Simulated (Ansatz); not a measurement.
The cell is ZnS (zincblende); cell and atoms were relaxed with r2SCAN. The symmetry is F-43m (No. 216, cubic); conventional cell a = 5.388 Å, 19.55 Å³ an atom. Zn has 4 S at 2.33 Å; S has 4 Zn at 2.33 Å.

```
Zn S
1.0
     0.00000    2.69409    2.69409
     2.69409    0.00000    2.69409
     2.69409    2.69409    0.00000
Zn S
1 1
Cartesian
  0.0000 0.0000 0.0000
  1.3470 1.3470 1.3470
```

4 runs of the PAW code Ansatz on this cell differ in the functional (and in the settings that go with it). Levels are in eV from each run's valence top; v1 is the last filled band, c1 the first empty one.

Run A, mean stress +1.4 GPa (compression positive):

| point | v2 | v1 | c1 | c2 |
| --- | --- | --- | --- | --- |
| Γ | 0.00 | 0.00 | 4.04 | 8.41 |
| X | -2.41 | -2.41 | 5.06 | 5.98 |
| U | -3.44 | -1.96 | 5.92 | 8.04 |

Run B, mean stress +1.6 GPa (compression positive):

| point | v2 | v1 | c1 | c2 |
| --- | --- | --- | --- | --- |
| Γ | 0.00 | 0.00 | 3.38 | 7.68 |
| X | -2.38 | -2.38 | 4.36 | 5.27 |
| U | -3.38 | -1.93 | 5.22 | 7.31 |

Run C, mean stress 0.0 GPa (compression positive):

| point | v2 | v1 | c1 | c2 |
| --- | --- | --- | --- | --- |
| Γ | 0.00 | 0.00 | 2.71 | 6.86 |
| X | -2.32 | -2.32 | 3.70 | 4.47 |
| U | -3.23 | -1.88 | 4.49 | 6.44 |

Run D, mean stress +2.3 GPa (compression positive):

| point | v2 | v1 | c1 | c2 |
| --- | --- | --- | --- | --- |
| Γ | 0.00 | 0.00 | 2.15 | 6.36 |
| X | -2.25 | -2.25 | 3.38 | 4.07 |
| U | -3.15 | -1.83 | 4.12 | 5.97 |

Problem. Match the runs to PBE, r2SCAN, HSE06, PBE0.

Solution. A is PBE0, B is HSE06, C is r2SCAN, D is PBE. In order of the gap: PBE 2.15, r2SCAN 2.71, HSE06 3.38, PBE0 4.04 eV. The stress vanishes for r2SCAN, which relaxed the cell.

Calculated for a static, non-magnetic cell.

The program warns that its thresholds are loose for a hybrid's stress.

The meshes of the hybrids are coarse, so their gaps aren't converged to the digits shown.
